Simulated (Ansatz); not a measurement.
**Step by step: KI, relaxation of cell and atoms**

Computed with Ansatz 0.2.0, DFT, PBE, PAW with Ansatz's default frozen-core files, scalar-relativistic.

Command: `ansatz run input.yaml --threads 1 --pin off --max-ram 2048MiB --backend cpu --events-out ev --progress --plain --runs-dir out` The run took 56 s on 1 thread of Arm Neoverse V1, on a shared host, peak memory 0.43 GiB.

```yaml
crystal:
  lattice:
    - [0.0, 3.2195088072, 3.2195088072]
    - [3.2195088072, 0.0, 3.2195088072]
    - [3.2195088072, 3.2195088072, 0.0]
  atoms:
    - { symbol: K, position: [0.0, 0.0, 0.0] }
    - { symbol: I, position: [0.25, 0.25, 0.25] }
kpoints:
  mp_grid: { grid: [9, 9, 9] }
scf:
  occupations: { method: fermi_dirac, width: 0.03 }
hamiltonian:
  xc: pbe
  pseudopotentials: { kind: paw }
output:
  forces: true
  stress: true
relax:
  f_tol: 0.005
  max_steps: 80
  cell: {}
```

No spin–orbit coupling, which matters for the heavy atoms here.

The cell is built from the zincblende type as a first guess.

The cutoff is 420 eV; energies and pressures of the walk include the program's estimate of the Pulay term.

Each frame lists the cell vectors (Å), then Cartesian positions (Å); symmetry keeps all forces zero. Free energies count from the first step, -9051.3917 eV.

The walk took 10 evaluations in all; steps that aren't listed are left out.

Step 1: E = 0.0 meV, P = 20.22 GPa

```
cell 0.0000 3.2195 3.2195 3.2195 0.0000 3.2195 3.2195 3.2195 0.0000
K     0.0000    0.0000    0.0000
I     1.6098    1.6098    1.6098
```

Step 2: E = -986.8 meV, P = 11.50 GPa

```
cell 0.0000 3.3765 3.3765 3.3765 0.0000 3.3765 3.3765 3.3765 0.0000
K     0.0000    0.0000    0.0000
I     1.6882    1.6882    1.6882
```

Step 3:

```
cell 0.0000 3.5334 3.5334 3.5334 0.0000 3.5334 3.5334 3.5334 0.0000
K     0.0000    0.0000    0.0000
I     1.7667    1.7667    1.7667
```

Step 4: E = -1900.7 meV, P = 2.39 GPa

```
cell 0.0000 3.6904 3.6904 3.6904 0.0000 3.6904 3.6904 3.6904 0.0000
K     0.0000    0.0000    0.0000
I     1.8452    1.8452    1.8452
```

Step 5: E = -1974.6 meV, P = 0.03 GPa

```
cell 0.0000 3.8086 3.8086 3.8086 0.0000 3.8086 3.8086 3.8086 0.0000
K     0.0000    0.0000    0.0000
I     1.9043    1.9043    1.9043
```

Step 6: E = -2060.8 meV, P = 1.44 GPa (the cell of the step before, solved again on a basis chosen afresh, hence the jump)

Step 7: E = -2105.8 meV, P = 0.73 GPa

```
cell 0.0000 3.8853 3.8853 3.8853 0.0000 3.8853 3.8853 3.8853 0.0000
K     0.0000    0.0000    0.0000
I     1.9426    1.9426    1.9426
```

Step 8: E = -2126.4 meV, P = 0.14 GPa

```
cell 0.0000 3.9723 3.9723 3.9723 0.0000 3.9723 3.9723 3.9723 0.0000
K     0.0000    0.0000    0.0000
I     1.9861    1.9861    1.9861
```

**Question.** Give the energy, pressure of step 3.

**Answer.** E = -1585.7 meV, P = 6.07 GPa
```
K     0.0000    0.0000    0.0000
I     1.7667    1.7667    1.7667
```

**Question.** How does the relaxation end?

**Answer.** It converges, with a = 7.989 Å, b = 7.989 Å, c = 7.989 Å, α = 90.00°, β = 90.00°, γ = 90.00° (conventional cell, space group F-43m). The last solve (on a basis chosen afresh for the final cell, so its energy is not quite comparable) gives E = -2127.7 meV, P = 0.01 GPa:
```
cell 0.0000 3.9946 3.9946 3.9946 0.0000 3.9946 3.9946 3.9946 0.0000
K     0.0000    0.0000    0.0000
I     1.9973    1.9973    1.9973
```
